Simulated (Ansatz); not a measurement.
```yaml
crystal:
  lattice:
    - [0.00000, 2.59325, 2.59325]
    - [2.59325, 0.00000, 2.59325]
    - [2.59325, 2.59325, 0.00000]
  atoms:
    - { symbol: Te, position: [0.75000, 0.75000, 0.75000] }
    - { symbol: Zn, position: [0.00000, 0.00000, 0.00000] }
```

No spin polarisation.

Level of theory: r2SCAN, PAW, 500 eV (Ansatz, an electronic-structure program; spin-orbit coupling left out), earlier PAW set. k-mesh 9×9×9 (Γ-centred); smearing 0.05 eV (Fermi–Dirac).

Problem. What is the computed gap character?

Solution. Indirect, Γ → a point along ⟨100⟩, about 1.1 Å⁻¹ from Γ.

Problem. Estimate the electron mass.

Solution. 1.8 mₑ along k, 0.21 mₑ across (off the special points).

Problem. Predict the smallest direct gap.

Solution. 3.77 eV.

Spin-orbit coupling, missing from the scalar runs, can matter with Te. Load acts through the strain it causes; cell and atoms are relaxed under it. Effective masses come from finite differences of ±0.01 Å⁻¹. Along k means along the line from Γ to the band edge. No phonon test of stability was made. Measured, ZnTe leaves this structure (for cinnabar) near 9.5 GPa (temperature not stated; as listed in Datta, Sujoy, Jana, Debnarayan, arXiv (2020)), on rising pressure, with hysteresis. The cell was made from ZnTe in the zinc blende structure (space group F-43m, No. 216) by this change: pressure 75 GPa.
